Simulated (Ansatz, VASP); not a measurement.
# One calculation of SnO2, two programs

```
CELL_PARAMETERS angstrom
4.76844 0.00000 0.00000
0.00000 4.76844 0.00000
0.00000 0.00000 3.21240
ATOMIC_POSITIONS crystal
Sn 0.50000 0.50000 0.50000
Sn 0.00000 0.00000 0.00000
O 0.19375 0.80625 0.50000
O 0.80625 0.19375 0.50000
O 0.30625 0.30625 0.00000
O 0.69375 0.69375 0.00000
```

Alike in both runs: functional PBEsol; k mesh 6 × 6 × 8; occupations gaussian, width 0.02 eV; no spin polarisation.

Ansatz relaxed the structure, and its values are those at the end. VASP's run is a single point on that final structure, the one shown.

|  | VASP | Ansatz |
| --- | --- | --- |
| version | VASP 6.6.1 | Ansatz 0.2.0 |
| potentials or method | VASP PAW PBE potentials, release 64 (Sn_d, O) | scalar-relativistic, plane waves, PAW |
| plane-wave cutoff (eV) | 520 | 420 |
| valence electrons in the cell | 52 | 52 |

VASP gave:

| Quantity | Value |
| --- | --- |
| gap on the k mesh at the Fermi level (eV) | 0.91 |
| least direct gap on the mesh (eV) | 0.91 |
| pressure (GPa) | 0.7 |
| rms of the force components (eV/Å) | 0.006 |

Q: What did Ansatz give for the same quantities?

A: gap on the k mesh at the Fermi level (eV): 0.92; least direct gap on the mesh (eV): 0.92; pressure (GPa): 0.0; rms of the force components (eV/Å): 0.002.

With one functional, cell and mesh, what is left measures potentials, basis and numerics.

Caveats: the PAW data sets were made with another functional, which shifts forces and pressure a little (VASP); spin-orbit coupling is left out, which moves the levels of the heavy elements.
